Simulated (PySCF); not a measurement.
**C3H6O: calculation and literature**

Mapped SMILES: `[CH3:1][CH2:2][CH:3]=[O:4]`. Hydrogens are named by the atom that carries them.

[PySCF 2.14.0 with density-fitted response routines: σ from GIAO-PBE0/pcSseg-1; structure optimised with GFN2-xTB; one conformer; no solvent model; averaged over atoms made equivalent by symmetry, fast rotation or ring inversion; non-relativistic]

Reference values: measured (solution, not stated per compound (mostly CDCl3 or CCl4); Pretsch, Buehlmann, Badertscher, Structure Determination of Organic Compounds, 4th ed. (2009)).
```tsv
atoms	quantity	reference	computed	computed, scaled
C2	δ $^{13}$C	36.7	43.0	39.7
C1	δ $^{13}$C	5.2	7.7	5.4
H(C2)	δ $^{1}$H	2.46	2.43	2.38
H(C1)	δ $^{1}$H	1.13	1.08	1.11
```

Reference values: measured (liquid, neat, 295 K; 17O NMR survey of organic solvents and oxofluorinated compounds, PMC5915748).
```json
{"atoms": "O4", "quantity": "δ $^{17}$O vs D2O (external)", "reference": "587.6", "computed": "–", "computed, scaled": "589.6"}
```

Reference values: measured (neat liquid; Olsson, Cremer, J. Phys. Chem. 1996, 100, 16881).
```tsv
atoms	quantity	reference	computed
O4	δ $^{17}$O vs H2O (gas)	615.6	690.5
```

Reference values: measured (liquid, neat; L. Olsson, D. Cremer, J. Phys. Chem. 100 (1996) 16881).
```csv
atoms,quantity,reference,computed
O4,δ $^{17}$O vs gaseous H2O,615.6,690.5
```

Computed shifts are σ(ref) − σ with the named reference compound (TMS for H and C) calculated as an isolated molecule at the same level. The measured values may be among those fitted. Expected solution values come from regression of measured δ (H and C: mostly CDCl3, vs TMS) on computed σ: $^{17}$O: δ = 266.70 − 0.911σ (rms 10.7 ppm, 155 shifts, 12.2 ppm with the 3 outliers that the fit left out vs liquid water, solution or neat liquid); $^{13}$C: δ = 179.97 − 0.974σ (rms 2.1 ppm, 958 shifts, 2.3 ppm with the 13 outliers that the fit left out); $^{1}$H: δ = 30.01 − 0.943σ (rms 0.17 ppm, 504 shifts, 0.18 ppm with the 4 outliers that the fit left out). A few per cent of atoms miss by over 2 rms, more outside the fitted compound classes.

Question: How far are the unscaled $^{13}$C shifts from the references?

Answer: Mean signed difference +4.40 ppm, mean absolute 4.40 ppm over 2 comparisons; the largest is +6.3 ppm at C2 (sp3 CH2 α to a carbonyl).

Question: How far are the unscaled $^{1}$H shifts from the references?

Answer: Mean signed difference -0.04 ppm, mean absolute 0.04 ppm over 2 comparisons; the largest is -0.05 ppm at H(C1) (hydrogen on a methyl carbon).

Question: How far are the unscaled $^{17}$O shifts from the references?

Answer: Mean signed difference +74.90 ppm, mean absolute 74.90 ppm over 2 comparisons; the largest is +74.9 ppm at O4 (aldehyde oxygen).
